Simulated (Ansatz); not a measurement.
# Ta: the cost of one run

Method: DFT PBE, scalar-relativistic, plane waves, PAW, in Ansatz 0.2.0.

1 further run of the same task is left out (set aside as unsound or not needed).

## (1) The structure to begin with

It takes space group Im-3m (No. 229, cubic). Conventional cell: a = 3.303 Å, b = 3.303 Å, c = 3.303 Å, α = 90.00°, β = 90.00°, γ = 90.00°. Ta (site symmetry m-3m) is surrounded by 8 Ta at 2.86 Å.

Coordinates:

```cif
data_structure
_symmetry_space_group_name_H-M 'Im-3m'
_symmetry_Int_Tables_number 229
_cell_length_a 3.3026
_cell_length_b 3.3026
_cell_length_c 3.3026
_cell_angle_alpha 90.000
_cell_angle_beta 90.000
_cell_angle_gamma 90.000
_cell_volume 36.02
loop_
_atom_site_label
_atom_site_type_symbol
_atom_site_symmetry_multiplicity
_atom_site_Wyckoff_symbol
_atom_site_fract_x
_atom_site_fract_y
_atom_site_fract_z
_atom_site_occupancy
Ta1 Ta 2 a 0.00000 0.00000 0.00000 1
```

The structure comes from the Crystallography Open Database.

## (2) A distortion that keeps the symmetry

The change: strain xx, yy, zz, yz, xz, xy = -1.8, -1.8, -1.8, +0.0, +0.0, +0.0 %.

input.yaml

```yaml
crystal:
  lattice:
    - [-1.6207808584, 1.6207808584, 1.6207808584]
    - [1.6207808584, -1.6207808584, 1.6207808584]
    - [1.6207808584, 1.6207808584, -1.6207808584]
  atoms:
    - { symbol: Ta, position: [0.0, 0.0, 0.0] }
basis:
  ecutwfc: 420
kpoints:
  mp_grid: { grid: [18, 18, 18] }
hamiltonian:
  xc: pbe
scf:
  occupations: { method: gaussian, width: 0.1 }
output:
  forces: true
  stress: true
  eigenvalues: true
  populations: true
```

Launch:

```bash
$ ansatz run input.yaml --threads 1 --pin off --max-ram 1331MiB --backend cpu --events-out ev --progress --plain --runs-dir out
```

What time and memory should one allow on 1 thread of an x86-64 CPU, shared host?

About 6 s, with a peak of 0.33 GiB.
